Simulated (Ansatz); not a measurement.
# Sn: the cost of one run

Program: Ansatz 0.2.0. Level of theory: DFT LDA, scalar-relativistic, plane waves, PAW. These are calculated values, not measurements.

3 further runs of the same task are left out: 3 that didn't finish.

### Step 1. The starting structure

The structure is orthorhombic, space group Immm (No. 71). The conventional cell has a = 3.453 Å, b = 3.551 Å, c = 4.677 Å, α = 90.00°, β = 90.00°, γ = 90.00°. Around Sn (site symmetry mmm) lie 12 Sn at 3.41 to 3.55 Å.

Structure file:

```cif
data_structure
_symmetry_space_group_name_H-M 'P 1'
_symmetry_Int_Tables_number 1
_cell_length_a 3.4061
_cell_length_b 3.4061
_cell_length_c 11.6346
_cell_angle_alpha 101.617
_cell_angle_beta 78.383
_cell_angle_gamma 119.085
_cell_volume 114.69
loop_
_atom_site_label
_atom_site_type_symbol
_atom_site_fract_x
_atom_site_fract_y
_atom_site_fract_z
_atom_site_occupancy
Sn1 Sn 0.00000 0.00000 0.00000 1
Sn2 Sn 0.25000 0.75000 0.25000 1
Sn3 Sn 0.50000 0.50000 0.50000 1
Sn4 Sn 0.75000 0.25000 0.75000 1
```

It goes back to an entry of the Materials Project, which need not be the stable form.

The cell is taken as given, not relaxed at this level.

### Step 2. Zero of the scan

File input.yaml:

```yaml
crystal:
  lattice:
    - [-1.726539, 1.775547, -2.338342]
    - [-1.726539, -1.775547, 2.338342]
    - [0.0, 10.653282, 4.676684]
  atoms:
    - { symbol: Sn, position: [0.0, 0.0, 0.0] }
    - { symbol: Sn, position: [0.25, 0.75, 0.25] }
    - { symbol: Sn, position: [0.5, 0.5, 0.5] }
    - { symbol: Sn, position: [0.75, 0.25, 0.75] }
basis:
  ecutwfc: 420
kpoints:
  mp_grid: { grid: [16, 16, 4] }
hamiltonian:
  xc: lda
scf:
  occupations: { method: gaussian, width: 0.15 }
output:
  forces: true
  stress: true
  eigenvalues: true
  write_density: true
  write_potential: true
  elf: true
  volumetric_format: npy
```

Run with:

```console
$ ansatz run input.yaml --threads 2 --pin off --max-ram 5120MiB --backend cpu --events-out ev --progress --plain --runs-dir out
```

What time and memory should one allow on 2 threads of Intel Xeon at 2.70GHz, shared host?

About 29 s, with a peak of 0.92 GiB.
